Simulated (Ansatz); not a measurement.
# A series in volume per atom on CdO

Results calculated with Ansatz 0.2.0, not measured. Periodic Kohn-Sham DFT of a crystal at fixed atoms; pressure and stress are positive in compression; the energy is the free energy less that of spherical unpolarised free atoms; site moments are those in the method's own spheres, positive along +z.

Cell of the first row (space group Fm-3m, No. 225):
```
CELL_PARAMETERS angstrom
0.00000 2.30020 2.30020
2.30020 0.00000 2.30020
2.30020 2.30020 0.00000
ATOMIC_POSITIONS crystal
Cd 0.00000 0.00000 0.00000
O 0.50000 0.50000 0.50000
```

Settings of every row: method all-electron PAW; functional PBEsol; relativity scalar; k mesh 11x11x11; filling fermi-dirac; smearing width 0.02 eV; nucleus gaussian.

Atom start moment: 0 on all atoms.

| row | volume per atom (Å³) | pressure (GPa) |
| --- | --- | --- |
| 1 | 12.17 | 9.711 |
| 2 | 12.429 | ? |
| 3 | 12.688 | 2.489 |
| 4 | 12.818 | 0.93 |
| 5 | 12.947 | -0.538 |
| 6 | 13.077 | -1.924 |
| 7 | 13.206 | -3.232 |
| 8 | 13.465 | -5.63 |
| 9 | 13.724 | -7.763 |

Question: what pressure should row 2 give?

Worked fit of pressure. Take u = (V_r/V)^(2/3) − 1 with V_r = 13.012 Å³ an atom, which is twice the finite (Eulerian) strain; such expansions in the strain, on which the Birch-Murnaghan equation of state is built, carry the rest volume and the bulk modulus. The shown rows have u = 0.04561, 0.01695, 0.01006, 0.00334, -0.00332, -0.00982, -0.02256, -0.03489. Least squares give pressure = −1.241 + 208.911 × u + 653.33 × u² + 678 × u³ GPa; a parabola predicts inner rows, each left out in turn, worse (root mean square 0.011 against 0.0034 GPa). The rows lie off it by 0.000, -0.002, 0.003, -0.002, 0.003, -0.002, -0.001, 0.000. The pressure vanishes at u = 0.0058, or V = 12.9 Å³ an atom, and there the bulk modulus at fixed shape and fractions is B = −V dP/dV = (2/3)(1 + u) dP/du = 145 GPa. The withheld row has u = 0.03103, so the fit gives −1.241 + 208.911 × (0.03103) + 653.33 × (0.03103)² + 678 × (0.03103)³ = 5.891 GPa.

The calculation gave 5.889 GPa. The fit lies 0.002 GPa (0.011 % of the column's range) above it; its largest miss of a shown row is 0.003 GPa.
